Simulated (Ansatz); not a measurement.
# Clamped-ion strain scan in Zr

These are results of Ansatz, DFT PBE, scalar-relativistic, plane waves, PAW, not measurements. The runs took a 420 eV cutoff, a Γ-centred 18×18×10 mesh and Gaussian smearing (0.15 eV). No spin polarisation. Energies are free energies at this smearing, counted from the undisturbed cell; pressure is positive in compression.

The starting cell (as given, not relaxed at this level; it stands at 0.5 GPa):

```yaml
crystal:
  lattice:
    - [3.23200, 0.00000, 0.00000]
    - [-1.61600, 2.79899, 0.00000]
    - [0.00000, 0.00000, 5.14700]
  atoms:
    - { symbol: Zr, position: [0.33333, 0.66667, 0.25000] }
    - { symbol: Zr, position: [0.66667, 0.33333, 0.75000] }
```

The cell is strained by ε times the Voigt pattern (0, 0, 0, 0, 1, 0) (xx, yy, zz, yz, xz, xy; engineering shear) with fractional coordinates fixed. The cell is metallic on the mesh throughout.

| ε | ΔE (meV/atom) | stress summed along the pattern (GPa, tension positive) | pressure (GPa) |
| --- | --- | --- | --- |
| -0.0600 | 6.8 | -1.54 | 0.5 |
| -0.0300 | 1.7 | -0.77 | 0.5 |
| 0.0000 | 0.0 | 0.00 | 0.5 |
| 0.0075 | 0.1 | 0.19 | 0.5 |
| 0.0150 | 0.4 | 0.39 | 0.5 |
| 0.0225 | 1.0 | 0.58 | 0.5 |
| 0.0375 | 2.7 | 0.96 | 0.5 |
| 0.0450 | 3.8 | 1.16 | 0.5 |
| 0.0525 | 5.2 | 1.35 | 0.5 |

By symmetry 0.0600 repeats -0.0600, -0.0450 repeats 0.0450, 0.0300 repeats -0.0300, -0.0150 repeats 0.0150 in energy, with the opposite slope along the path.